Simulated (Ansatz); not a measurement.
**SiO2 (Stishovite): lattice vibrations and screening**

This session takes SiO2 (Stishovite) and sets out to relax to small forces and stress and get the zone-centre modes.

Method: DFT r2SCAN, scalar-relativistic, plane waves, PAW, in Ansatz 0.2.0.

1 further run of the same task is left out (set aside as unsound or not needed).

## Step 1: The structure to begin with

It takes space group P4_2/mnm (No. 136, tetragonal). The conventional cell has a = 4.185 Å, b = 4.185 Å, c = 2.669 Å, α = 90.00°, β = 90.00°, γ = 90.00°. Si (site symmetry mmm) has 6 O at 1.76 to 1.81 Å as nearest neighbours. O (site symmetry m2m) has 3 Si at 1.76 to 1.81 Å as nearest neighbours.

As a file:

```xyz
6
Lattice="4.1851 0.0000 0.0000 0.0000 4.1851 0.0000 0.0000 0.0000 2.6689" Properties=species:S:1:pos:R:3 pbc="T T T"
Si    0.0000    0.0000    0.0000
Si    2.0926    2.0926    1.3345
O     1.2811    1.2811    0.0000
O     0.8115    3.3736    1.3345
O     2.9041    2.9041    0.0000
O     3.3736    0.8115    1.3345
```

It is the result of an earlier relaxation at this level (volume 7.79 Å³/atom; gap on the mesh: 6.51 eV).

## Step 2: Relaxing to 0.001 eV/Å

Response functions are second derivatives at a minimum, so forces and stress are first brought close to zero on the mesh and occupations that the response runs use.

The input, input.yaml:

```yaml
crystal:
  lattice:
    - [4.1851380984, 0.0, 0.0]
    - [0.0, 4.1851380984, 0.0]
    - [0.0, 0.0, 2.6689486902]
  atoms:
    - { symbol: Si, position: [0.0, 0.0, 0.0] }
    - { symbol: Si, position: [0.5, 0.5, 0.5] }
    - { symbol: O, position: [0.3060983529, 0.3060983529, 0.0] }
    - { symbol: O, position: [0.1939016471, 0.8060983529, 0.5] }
    - { symbol: O, position: [0.6939016471, 0.6939016471, 0.0] }
    - { symbol: O, position: [0.8060983529, 0.1939016471, 0.5] }
basis:
  ecutwfc: 500
kpoints:
  mp_grid: { grid: [6, 6, 8] }
hamiltonian:
  xc: r2scan
scf:
  occupations: { method: fixed }
output:
  forces: true
  stress: true
  eigenvalues: true
relax:
  adjacent_minimum: "off"
  f_tol: 0.001
  max_steps: 60
  cell: { stress_tol: 0.01 }
```

On the command line:

```console
> ansatz run input.yaml --threads 2 --pin off --max-ram 5120MiB --backend cpu --events-out ev --progress --plain --runs-dir out
```

Standard output, shortened:

```text
Warning: RAYON_NUM_THREADS=2 ignored (pool sized by the plan → 2); use --threads N
[...]
Pseudopotentials: kind: paw
Pseudopotential: Si, paw, valence charge 4, recommended cutoff 500 eV (meta_gga), Si.paw.azcp
Pseudopotential: O, paw, valence charge 6, recommended cutoff 500 eV (meta_gga), O.paw.azcp
Functional definition: r2SCAN
[...]
Crystal: 6 atoms, lattice volume = 46.748 Å³
Basis set: ecut = 500 eV, 1177 PW (Γ), exchange–correlation on 128×128×80 points (64 copies of the dense FFT grid, shifted against one another)
Bands: 22, of which v1, the nominal top of the filled ones, is band 16 counted from 1 (15 counted from 0)
Symmetry: 16 space group operations
Space group: P42/mnm (ITA 136), of the structure as read, at distance tolerance 3.6e-5 Å
k-points: 50 of 288
[...]
SCF iter   1: F=—  HF=-3559.039836 eV  |F-HF|=—  |Δ(HF+E_count)|=         —  Δρ=1.17e-2  dr2=5.86e-2  dr2_τ=5.22e-1  ethr=1.77e-3  ⟨swp⟩=4.9  Hψ=5061  notcnv=0  defer=197
[...]
relax step   1: F+E_penalty+E_count = -3559.33702411 eV  Δ(F+E_penalty+E_count) = +0.000e0 eV  max|allowed force component| = 1.899e-4 eV/Å  Δτ_max = 0.0000 Å  P = -0.009 GPa  Ω = 46.748 Å³  (7 SCF iters, dr2 threshold 1.00e-7 eV, accepted)
[...]
E sigma→0 (E₀):  -3559.337030 eV
Fermi energy:    10.117444 eV
[...]
--- Forces (eV/Å), atoms counted from 1 ---
  atom   1  Si    -0.00000000     0.00000000    -0.00000000
  atom   2  Si    -0.00000000     0.00000000     0.00000000
  atom   3  O      0.00011585     0.00011585     0.00000000
  atom   4  O     -0.00011585     0.00011585    -0.00000000
  atom   5  O     -0.00011585    -0.00011585    -0.00000000
  atom   6  O      0.00011585    -0.00011585     0.00000000
[...]
--- Stress (GPa, compression-positive) ---
        0.002007      -0.000000       0.000000
       -0.000000       0.002007       0.000000
        0.000000       0.000000       0.000157
  P = ⅓ Tr σ = 0.0014 GPa (0.014 kbar)
--- Band table (eV; the first three rows and the last of 50) ---
[... band rows left out ...]
[...]
--- Relaxed structure (3 steps of the walk, 3 accepted, 1 SCFs on fresh bases) ---
  F+E_penalty+E_count = -3559.33703033 eV   max|allowed force component| = 1.158e-4 eV/Å   (the final SCF, on the basis selected at the relaxed cell)
  cell:  # Å, volume = 46.7466 Å³
    - [4.185172646327336, -4.544928479816239e-35, -2.796879064502301e-34]
    - [-4.544928479816239e-35, 4.185172646327336, 2.7968790645023014e-35]
    - [-1.7836273356678532e-34, 1.7836273356678532e-35, 2.668844620433303]
  atoms:
    - { symbol: Si, position: [-2.3612246045305224e-22, -3.3731780064721885e-23, 1.5327084989989143e-36] }
    - { symbol: Si, position: [0.5, 0.5, 0.5] }
    - { symbol: O, position: [0.30609977147526807, 0.30609977147526807, -1.6542681385746907e-35] }
    - { symbol: O, position: [0.1939002285247319, 0.8060997714752682, 0.5] }
    - { symbol: O, position: [0.693900228524732, 0.693900228524732, 1.9537629027468924e-35] }
    - { symbol: O, position: [0.8060997714752682, 0.1939002285247319, 0.5] }
```

It took 14 s on 2 threads of Arm Neoverse V1, shared host; peak memory 0.43 GiB.

Relaxation path:

```
step  energy from step 1 (eV/cell)  largest force component (eV/Å)  pressure (GPa)  volume (Å³)
   1                        0.0000                          0.0002           -0.01        46.75
   2                        0.0000                          0.0004           -0.01        46.75
   3                        0.0000                          0.0001            0.00        46.75
   4                        0.0000                          0.0001            0.00        46.75
```

Step 1 is the start. Step 4 repeats the geometry before it on a plane-wave basis chosen anew for that cell, so its energy need not be comparable with the rows above.

|  | before | after | change |
| --- | --- | --- | --- |
| a (Å) | 4.185 | 4.185 | 0.0 % |
| b (Å) | 4.185 | 4.185 | 0.0 % |
| c (Å) | 2.669 | 2.669 | 0.0 % |
| volume (Å³/atom) | 7.79 | 7.79 | 0.0 % |
| shortest distance (Å) | 1.760 | 1.760 | 0.0 % |
| space group (0.01 Å) | P4_2/mnm | P4_2/mnm | same |

Forces and stress were held to the start's 16 operations: a distortion of lower symmetry was not tested.

## Step 3: Zone-centre modes

The input, input.yaml:

```yaml
crystal:
  lattice:
    - [4.1851726463, 0.0, 0.0]
    - [0.0, 4.1851726463, 0.0]
    - [0.0, 0.0, 2.6688446204]
  atoms:
    - { symbol: Si, position: [0.0, 0.0, 0.0] }
    - { symbol: Si, position: [0.5, 0.5, 0.5] }
    - { symbol: O, position: [0.3060997715, 0.3060997715, 0.0] }
    - { symbol: O, position: [0.1939002285, 0.8060997715, 0.5] }
    - { symbol: O, position: [0.6939002285, 0.6939002285, 0.0] }
    - { symbol: O, position: [0.8060997715, 0.1939002285, 0.5] }
basis:
  ecutwfc: 500
kpoints:
  mp_grid: { grid: [6, 6, 8] }
hamiltonian:
  xc: r2scan
scf:
  occupations: { method: fixed }
output:
  eigenvalues: true
phonons:
  method: dfpt
  dielectric: true
  rigid_motions: translations
  eigenvectors: true
```

On the command line:

```console
> ansatz run input.yaml --threads 2 --pin off --max-ram 5120MiB --backend cpu --events-out ev --progress --plain --runs-dir out
```

Standard output:

```text
Warning: RAYON_NUM_THREADS=2 ignored (pool sized by the plan → 2); use --threads N
Engine: ansatz 0.2.0, aarch64-unknown-linux-gnu
[... 4 set-up lines as earlier in the session ...]
  parameter k0 = 0.174
  parameter k1 = 0.065
  parameter a1 = 4.9479
  exchange = r2scan_x(k0 = k0, k1 = k1, a1 = a1)
  correlation = r2scan_c
Crystal: 6 atoms, lattice volume = 46.747 Å³
Basis set: ecut = 500 eV, 1177 PW (Γ), exchange–correlation on 160×160×100 points (125 copies of the dense FFT grid, shifted against one another)
Bands: 22, of which v1, the nominal top of the filled ones, is band 16 counted from 1 (15 counted from 0)
[... 1 set-up line as earlier in the session ...]
k-points: 148 of 288 (irreducible under 1 space group operation, time reversal used)
Non-local potential: Si, projectors of the file, l = 0: 2, l = 1: 2, l = 2: 2
Non-local potential: O, projectors of the file, l = 0: 2, l = 1: 2, l = 2: 1
PAW form: soft (Blöchl's): semilocal exchange-correlation on the pseudo side does not see the compensation charge
PAW frozen core: Si, regenerated for the run's functional (the file was generated under x = pbe(κ = 0.804, μ = 0.2195149727645171), c = pbe(β = 0.06672455060314922))
PAW frozen core: O, regenerated for the run's functional (the file was generated under x = pbe(κ = 0.804, μ = 0.2195149727645171), c = pbe(β = 0.06672455060314922))
PAW one-centre angular grid: Si, 302 points (default); XC on 160 Gauss nodes
PAW one-centre angular grid: O, 302 points (default); XC on 160 Gauss nodes
Initial density: superposition of atomic densities (neutral atoms: chi_scale 0, normalization atom), corrected by the library's trained network
Initial wavefunctions: pseudopotential atomic-orbital guess
Functional: x = r2scan, c = r2scan; τ floored in thin density (d = 2e-4 eV/Å³)
SCF iter   1: F=—  HF=-3559.039785 eV  |F-HF|=—  |Δ(HF+E_count)|=         —  Δρ=1.17e-2  dr2=5.85e-2  dr2_τ=5.22e-1  ethr=1.77e-3  ⟨swp⟩=5.0  Hψ=14982  notcnv=0  defer=580
preconditioner: auto → none  [insulator: Δε(μ)=6.455 eV  Ē_g=20.188 eV  n_scr=10 (ndim 8)  ℏωp=30.7 eV  f_vac=0.000  ε∞_Penn≈3.3]
SCF iter   2: F=—  HF=-3559.336146 eV  |F-HF|=—  |Δ(HF+E_count)|=   2.96e-1  Δρ=6.39e-3  dr2=7.24e-3  dr2_τ=1.52e-3  ethr=1.83e-4  ⟨swp⟩=3.0  Hψ=7415  notcnv=0  defer=588
SCF iter   3: F=—  HF=-3559.336982 eV  |F-HF|=—  |Δ(HF+E_count)|=   8.37e-4  Δρ=1.90e-3  dr2=6.43e-4  dr2_τ=1.10e-4  ethr=2.26e-5  ⟨swp⟩=3.0  Hψ=5297  notcnv=0  defer=592
SCF iter   4: F=—  HF=-3559.337038 eV  |F-HF|=—  |Δ(HF+E_count)|=   5.53e-5  Δρ=2.12e-4  dr2=1.13e-5  dr2_τ=1.40e-6  ethr=2.01e-6  ⟨swp⟩=2.4  Hψ=5288  notcnv=0  defer=592
SCF iter   5: F=—  HF=-3559.337037 eV  |F-HF|=—  |Δ(HF+E_count)|=   6.71e-7  Δρ=7.81e-5  dr2=2.34e-6  dr2_τ=1.25e-7  ethr=3.52e-8  ⟨swp⟩=2.0  Hψ=5088  notcnv=0  defer=352
SCF iter   6: F=—  HF=-3559.337037 eV  |F-HF|=—  |Δ(HF+E_count)|=   1.10e-7  Δρ=1.91e-5  dr2=1.28e-7  dr2_τ=3.75e-9  ethr=7.32e-9  ⟨swp⟩=2.4  Hψ=5314  notcnv=0  defer=264
SCF iter   7: F=—  HF=-3559.337037 eV  |F-HF|=—  |Δ(HF+E_count)|=   1.08e-8  Δρ=1.63e-6  dr2=8.96e-10  dr2_τ=4.22e-11  ethr=4.00e-10  ⟨swp⟩=2.0  Hψ=4982  notcnv=0  defer=264
SCF iter   8: F=-3559.337037 eV  HF=-3559.337037 eV  |F-HF|=9.55e-12  |Δ(HF+E_count)|=  2.14e-10  Δρ=3.67e-7  dr2=4.71e-11  dr2_τ=2.10e-12  ethr=1.00e-12  ⟨swp⟩=13.3  Hψ=22612  notcnv=0
SCF 1 converged in 8 iterations: F = -3559.337037 eV  dr2 = 4.71e-11
DFPT response loops at Γ: preconditioner auto → none (the input reference at scf.mixing.eps_inf says where Resta's filter doesn't serve); β = 0.50; Broyden in place of MSR1
── the response to a field inside a basis, on 6×6×8 k-points: an SCF that follows is theirs, and a resumed run solves both again ──
Bands: 17, of which v1, the nominal top of the filled ones, is band 16 counted from 1 (15 counted from 0)
k-points: 24 of 288
Initial density: handed on by an earlier stage of this run
Initial wavefunctions: pseudopotential atomic-orbital guess (no wavefunctions were taken with the density)
Eigensolver: Dense (24 Hₖ)
SCF iter   1: F=—  HF=-3559.329268 eV  |F-HF|=—  |Δ(HF+E_count)|=         —  Δρ=1.80e-4  dr2=3.34e-6  dr2_τ=4.43e-6  ethr=1.00e-1
preconditioner: auto → none  [insulator: Δε(μ)=7.078 eV  Ē_g=17.601 eV  n_scr=10 (ndim 8)  ℏωp=30.7 eV  f_vac=0.000  ε∞_Penn≈4.0]
SCF iter   2: F=—  HF=-3559.329276 eV  |F-HF|=—  |Δ(HF+E_count)|=   8.81e-6  Δρ=7.88e-5  dr2=5.38e-7  dr2_τ=4.74e-7  ethr=1.04e-8
SCF iter   3: F=—  HF=-3559.329278 eV  |F-HF|=—  |Δ(HF+E_count)|=   1.63e-6  Δρ=3.93e-5  dr2=1.10e-7  dr2_τ=1.02e-7  ethr=1.68e-9
SCF iter   4: F=-3559.329279 eV  HF=-3559.329279 eV  |F-HF|=5.81e-10  |Δ(HF+E_count)|=   4.86e-7  Δρ=1.46e-6  dr2=3.54e-10  dr2_τ=8.06e-11  ethr=3.42e-10
SCF 1 converged in 4 iterations: F = -3559.329279 eV  dr2 = 3.54e-10
DFPT response loops at Γ: mixed as the last ones told, above
SCF converged after 8 iterations
Free energy (F): -3559.337037 eV
Harris-Foulkes:  -3559.337037 eV  (|F-HF|=9.55e-12)
Internal energy: -3559.337037 eV  (E = F + TS)
E sigma→0 (E₀):  -3559.337037 eV
Fermi energy:    10.117438 eV
--- Per-component energies (eV) ---
  E_band       = 42.579143
  E_kinetic    = 820.126245
  E_local      = -1224.607927  (includes V_loc(G=0)·N_el)
  E_nonlocal   = 231.724183
  E_hartree    = 437.781506
  E_xc         = -404.027037
  E_vxc        = -533.686549  (∫ρ·V_xc dr)
  E_paw        = -1683.068649  (= ΣΔE_a)
  E_vpaw       = -158.448468  (= ΣTr[D̂ρ^β])
  E_aug_tail   = 0.004654  (compensation charges beyond the density's cutoff)
  E_vtau       = 31.904204  (kinetic-family band-sum trace: ∫τ·v_τ [+ j·A + Jᵃ·Aᵃ] dr)
  E_ewald      = -1736.989384
  E_core_change = -0.280630  (= ΣΔE_core)
  E_smearing   = -0.000000  (= −TS)
  E_closure    = -0.000000  (closes the sum)
  Σ components = -3559.337037   (vs F -3559.337037, Δ=0.00e0)
--- Band table (eV; the first three rows and the last of 148) ---
  k-point 0: bands = ["-13.3911", "-9.8168", "-9.8168", "-9.5526", "-0.8995", "3.6386", "3.6386", "3.8113", "4.6823", "4.9635", "6.9600", "6.9600", "7.6171", "9.2386", "9.2386", "10.1174", "16.6295", "17.7853", "19.6235", "19.6235", "22.2019", "22.9646"]
  k-point 1: bands = ["-13.1829", "-9.7138", "-9.7138", "-9.5375", "-0.8096", "3.8159", "3.8159", "4.0422", "4.1302", "4.6678", "6.2749", "6.2749", "6.8925", "9.0824", "9.0824", "9.9244", "17.3751", "18.9009", "20.5415", "20.5415", "21.5081", "23.7737"]
  k-point 2: bands = ["-12.5877", "-9.5933", "-9.4498", "-9.4498", "-0.6014", "3.2769", "3.5762", "4.3076", "4.3076", "4.7130", "4.8747", "4.8747", "5.6780", "8.5949", "8.5949", "9.3155", "18.5967", "21.0504", "21.3184", "22.5005", "22.5005", "24.9247"]
  k-point 147: bands = ["-10.4088", "-10.4088", "-9.2509", "-9.2509", "-0.7249", "-0.7249", "1.8827", "1.8827", "5.5347", "5.5347", "5.6179", "5.6179", "8.3406", "8.3406", "8.5158", "8.5158", "18.3039", "18.3039", "22.1432", "22.1432", "22.9354", "22.9354"]
--- Phonons (Γ-DFPT): 4 representative perturbations + reference, on 148 of 288 k-points (Σ response iterations 25) ---
  k mesh reduced under 1 symmetry operation, with k and −k counted as one. Each operation leaves every solved perturbation unchanged. A smaller set is not considered because the functional reads the kinetic-energy density
  ASR residual: 4.910e-4 → 0.000e0 eV/Å²; symmetrization residual: 3.173e-6 eV/Å²
  ASR residual per site (eV/Å²): 1.22e-4 1.22e-4 4.91e-4 4.91e-4 4.91e-4 4.91e-4
  Γ frequencies (cm⁻¹): 0.00 0.00 0.00 232.33 389.96 464.96 464.96 575.56 575.56 585.69 585.69 610.64 654.47 754.09 756.86 829.77 829.77 957.00
  ε∞ (high-frequency dielectric tensor):
        3.201303     0.000000     0.000000
        0.000000     3.201303     0.000000
        0.000000     0.000000     3.368169
  ε⁰ (static dielectric tensor: ions relaxed, cell fixed):
       11.423532    -0.000000     0.000000
       -0.000000    11.423532     0.000000
        0.000000     0.000000     8.832297
  ε⁰ − ε∞ (ionic part):
        8.222229    -0.000000     0.000000
       -0.000000     8.222229     0.000000
        0.000000     0.000000     5.464128
  softest optical mode at Γ: 232.33 cm⁻¹; the repairs (sum rule, projections) moved no ω² at Γ by more than (3.31 cm⁻¹)²
  Born effective charges Z* (e; rows j = field, columns β = displacement):
    site 0:
         3.83447    0.36139    0.00000
         0.36139    3.83447    0.00000
         0.00000    0.00000    4.07778
    site 1:
         3.83447   -0.36139    0.00000
        -0.36139    3.83447    0.00000
         0.00000    0.00000    4.07778
    site 2:
        -1.91724   -0.57503   -0.00000
        -0.57503   -1.91724   -0.00000
        -0.00000    0.00000   -2.03889
    site 3:
        -1.91724    0.57503   -0.00000
         0.57503   -1.91724   -0.00000
        -0.00000   -0.00000   -2.03889
    site 4:
        -1.91724   -0.57503   -0.00000
        -0.57503   -1.91724   -0.00000
        -0.00000    0.00000   -2.03889
    site 5:
        -1.91724    0.57503   -0.00000
         0.57503   -1.91724   -0.00000
        -0.00000   -0.00000   -2.03889
  Z* charge neutrality: 2.336e-3 e pre-enforcement
  solved inside a basis spanned on kpoints, on 6×6×8 k-points, its susceptibility summed on 8×8×12: ε∞ is read to err by 9.2e-3, Z* by 1.4e-2 e (field_mesh: kpoints solves on kpoints); Z* is corrected for what the basis lacks
  optical modes at Γ without the LO–TO term, one row a degenerate level:
      ω (cm⁻¹)  modes    IR ((D/Å)²/amu)
        232.33      1             0.0000
        389.96      1             0.0000
        464.96      2            68.2079
        575.56      2             3.8739
        585.69      2             0.0000
        610.64      1             0.0000
        654.47      1            51.2972
        754.09      1             0.0000
        756.86      1             0.0000
        829.77      2            22.8787
        957.00      1             0.0000
  optical modes at Γ + LO–TO along q̂ = [1.0000, 0.0000, 0.0000]:
      ω (cm⁻¹)  modes    IR ((D/Å)²/amu)
        232.33      1             0.0000
        389.96      1             0.0000
        464.96      1            34.1039
        567.84      1             0.1759
        575.56      1             1.9369
        585.69      2             0.0000
        610.64      1             0.0000
        654.47      1            51.2972
        707.80      1             6.0555
        754.09      1             0.0000
        756.86      1             0.0000
        829.77      1            11.4394
        957.00      1             0.0000
       1043.67      1            41.2488
  optical modes at Γ + LO–TO along q̂ = [0.0000, 1.0000, 0.0000]:
      ω (cm⁻¹)  modes    IR ((D/Å)²/amu)
        232.33      1             0.0000
        389.96      1             0.0000
        464.96      1            34.1039
        567.84      1             0.1759
        575.56      1             1.9369
        585.69      2             0.0000
        610.64      1             0.0000
        654.47      1            51.2972
        707.80      1             6.0555
        754.09      1             0.0000
        756.86      1             0.0000
        829.77      1            11.4394
        957.00      1             0.0000
       1043.67      1            41.2488
  optical modes at Γ + LO–TO along q̂ = [0.0000, 0.0000, 1.0000]:
      ω (cm⁻¹)  modes    IR ((D/Å)²/amu)
        232.33      1             0.0000
        389.96      1             0.0000
        464.96      2            68.2079
        575.56      2             3.8739
        585.69      2             0.0000
        610.64      1             0.0000
        754.09      1             0.0000
        756.86      1             0.0000
        829.77      2            22.8787
        957.00      1             0.0000
       1059.82      1            51.2972
```

It took 3.7 min on 2 threads of Arm Neoverse V1, shared host; peak memory 1.5 GiB.

Optical levels at the zone centre, without the three acoustic modes and without the macroscopic field of LO modes (i: imaginary):

| cm⁻¹ | THz | modes | IR intensity ((D/Å)²/amu) |
| --- | --- | --- | --- |
| 232 | 6.97 | 1 | 0.00 |
| 390 | 11.69 | 1 | 0.00 |
| 465 | 13.94 | 2 | 68.21 |
| 576 | 17.25 | 2 | 3.87 |
| 586 | 17.56 | 2 | 0.00 |
| 611 | 18.31 | 1 | 0.00 |
| 654 | 19.62 | 1 | 51.30 |
| 754 | 22.61 | 1 | 0.00 |
| 757 | 22.69 | 1 | 0.00 |
| 830 | 24.88 | 2 | 22.88 |
| 957 | 28.69 | 1 | 0.00 |

Displacements in the lowest optical mode (232 cm⁻¹), eigenvector over the root of the mass, scaled so that the longest move is 1.

| atom | x | y | z |
| --- | --- | --- | --- |
| Si1 | 0.00 | 0.00 | 0.00 |
| Si2 | 0.00 | 0.00 | 0.00 |
| O3 | 0.71 | -0.71 | 0.00 |
| O4 | -0.71 | -0.71 | 0.00 |
| O5 | -0.71 | 0.71 | 0.00 |
| O6 | 0.71 | 0.71 | 0.00 |

Displacements in the highest mode (957 cm⁻¹), eigenvector over the root of the mass, scaled so that the longest move is 1.

| atom | x | y | z |
| --- | --- | --- | --- |
| Si1 | 0.00 | 0.00 | 0.00 |
| Si2 | 0.00 | 0.00 | 0.00 |
| O3 | -0.71 | -0.71 | 0.00 |
| O4 | -0.71 | 0.71 | 0.00 |
| O5 | 0.71 | 0.71 | 0.00 |
| O6 | 0.71 | -0.71 | 0.00 |

Born effective charges (e), diagonal parts, one row a distinct site:

| atom | Z*xx | Z*yy | Z*zz | mean |
| --- | --- | --- | --- | --- |
| Si1 | 3.83 | 3.83 | 4.08 | 3.92 |
| O3 | -1.92 | -1.92 | -2.04 | -1.96 |

Each polar mode adds Δε = (4.92064×10⁷/V)·S/ν² along x (S its oscillator strength in e²/amu, ν in cm⁻¹, V = 46.75 Å³):

| ν (cm⁻¹) | S_xx | Δε |
| --- | --- | --- |
| 465.0 | 1.4782 | 7.20 |
| 575.6 | 0.0840 | 0.27 |
| 829.8 | 0.4958 | 0.76 |

The sum is 8.22; with ε∞,xx = 3.20 that makes 11.42, and the run's static tensor has 11.42.

For a wave vector along x the longitudinal modes lie at 568, 708, 1044 cm⁻¹. The Lyddane–Sachs–Teller product Π(ν_LO/ν_TO)² = 3.57 matches ε0/ε∞ = 3.57.

## Step 4: What came out

| quantity | value |
| --- | --- |
| optical modes at Γ (without the LO field) | 232 to 957 cm⁻¹ |
| ε∞, principal values | 3.20, 3.20, 3.37 |
| ε0 with the ions free | 8.8, 11.4, 11.4 |
| mean Born charges | Si +3.92, O -1.96 e |
| LO modes for q along x | 568, 708, 1044 cm⁻¹ |

No zone-centre mode is imaginary. That tests stability at Γ alone. Of the static screening, 69 % comes from the ions' motion, most of it from the mode at 465 cm⁻¹.
